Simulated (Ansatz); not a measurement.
Free-standing sheet of InSe, relaxed with PBE+D3(BJ):

```yaml
crystal:
  lattice:
    - [4.02656, 0.00000, 0.00000]
    - [-2.01328, 3.48710, 0.00000]
    - [0.00000, 0.00000, 36.72119]
  periodic: [true, true, false]
  atoms:
    - { symbol: Se, position: [0.00000, 0.00000, 0.42665] }
    - { symbol: In, position: [0.66667, 0.33333, 0.46194] }
    - { symbol: In, position: [0.66667, 0.33333, 0.53804] }
    - { symbol: Se, position: [0.00000, 0.00000, 0.57332] }
```

The first numbers come from DFT PBE+D3(BJ), scalar-relativistic, plane waves, PAW in Ansatz 0.2.0. Plane waves to 420 eV, a k mesh through Γ of 12×12×1 on the computed 4-atom cell and Gaussian smearing (0.02 eV); no spin polarisation. The sheet is isolated along c (Coulomb cut-off).

```yaml
Band_gap_on_the_sampled_k_points: 1.63 eV
Least_direct_gap: 1.70 eV
Ionisation_potential_from_the_Kohn-Sham_band_edge: 5.99 eV
Electron_affinity_from_the_Kohn-Sham_band_edge: 4.36 eV
```

Q: What does HSE06+D3(BJ) give at the same atoms (6×6×1 mesh, 420 eV)?

A: Band gap on the sampled k points 2.41 eV; least direct gap 2.47 eV; ionisation potential from the Kohn-Sham band edge 6.54 eV; electron affinity from the Kohn-Sham band edge 4.13 eV.

Q: What does r2SCAN give at the same atoms (12×12×1 mesh, 500 eV)?

A: Band gap on the sampled k points 2.05 eV; least direct gap 2.11 eV; ionisation potential from the Kohn-Sham band edge 6.29 eV; electron affinity from the Kohn-Sham band edge 4.24 eV.

Cost: 3 runs of about 49 core-minutes in all, on Intel Xeon 6975P-C (Granite Rapids) (shared hosts).